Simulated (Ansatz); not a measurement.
## Where the states of CdSe lie

```yaml
crystal:
  lattice:
    - [0.00000, 2.86907, 2.86907]
    - [2.86907, 0.00000, 2.86907]
    - [2.86907, 2.86907, 0.00000]
  atoms:
    - { symbol: Cd, position: [0.00000, 0.00000, 0.00000] }
    - { symbol: Se, position: [0.50000, 0.50000, 0.50000] }
```

The cell was built from the rocksalt type and relaxed in the same program, and has space group Fm-3m; it needn't be a known or the stable phase.

Computed with DFT, PBE, all-electron LAPW, scalar-relativistic (Ansatz 0.2.0).

Numerical set-up: a Γ-centred 12×12×12 k mesh, Fermi–Dirac smearing of 0.03 eV, basis error target 1 meV/atom, no spin polarisation.

States per eV and cell, averaged over 0.6 eV, from -5.2 to 3.6 eV, with energies (bin centres) from the Fermi level; empty bins are left out. 

```csv
E (eV),total
-5.0,0.16
-4.4,1.12
-3.8,1.58
-3.2,0.60
-2.6,0.96
-2.0,1.44
-1.4,1.55
-0.8,1.60
-0.2,1.01
0.4,0.11
1.0,0.21
1.6,0.34
2.2,0.54
2.8,1.00
3.4,1.00
```
